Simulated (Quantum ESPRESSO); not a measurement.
Runs of Quantum ESPRESSO 7.5 on Te. Symmetry: R-3m, No. 166, trigonal system. Conventional cell: a = 4.612 Å, b = 4.612 Å, c = 5.073 Å, α = 90.00°, β = 90.00°, γ = 120.00°. Te (site symmetry -3m) has 6 Te at 3.15 Å as nearest neighbours. This isn't the form of Te at room conditions, which is trigonal, of chains.

| task | level | potentials or basis | cell | k mesh | cutoff (eV) | form of the LDA correlation | SCF threshold | symmetry | gap on the mesh (eV) | pressure (GPa) | V0 of scaled cells (Å³/atom) | B0 (GPa) |
| --- | --- | --- | --- | --- | --- | --- | --- | --- | --- | --- | --- | --- |
| equation of state | LDA | GBRV 1.5 LDA | as given | 9 × 9 × 9 | 612 | PZ81 | 2e-10 Ry | - | - | - | 30.50 | (c) |
| equation of state | r2SCAN | SG15 PBE 1.2 | as given | 7 × 7 × 7 | 952 | - | 1e-08 Ry | off | - | - | 31.58 | 57 |
| single point | PBEsol | GBRV 1.5 PBEsol | as given | 9 × 9 × 9 | 612 | - | 2e-10 Ry | - | none | -0.3 | - | - |
| single point | PBEsol | GBRV 1.5 PBEsol | cell strained at random at fixed volume | 9 × 9 × 9 | 612 | - | 2e-10 Ry | - | none | 0.0 | - | - |
| band structure | r2SCAN | SG15 PBE 1.2 | as given | 7 × 7 × 7 | 952 | - | 1e-08 Ry | off | none | 1.3 | - | - |
| band structure | LDA | GBRV 1.5 LDA | as given | 9 × 9 × 9 | 612 | PZ81 | 2e-10 Ry | - | none | (a) | - | - |
| equation of state | PBEsol | GBRV 1.5 PBEsol | as given | 9 × 9 × 9 | 612 | - | 2e-10 Ry | - | - | - | 30.99 | (b) |
| band structure | PBEsol | GBRV 1.5 PBEsol | as given | 9 × 9 × 9 | 612 | - | 2e-10 Ry | - | none | -0.3 | - | - |

Alike in all rows: no spin polarisation; smearing fermi-dirac 0.05 eV.

Q: Estimate the missing entries.

A: (a) -1.2; (b) 58; (c) 61.

Caveats: the cell was scaled at fixed shape and fractional positions, which overstates the stiffness of a crystal with free parameters, most of all of layers and chains (some runs); spin-orbit coupling is left out, which moves the levels of the heavy elements (some runs); the potentials were made for another functional, which shifts forces and pressure (some runs).

A k mesh can miss the band edges, and the runs leave out spin-orbit coupling on Te.

A gap of «none» marks a metal or a gap under the smearing width.

The runs don't all hold the same shells in valence.
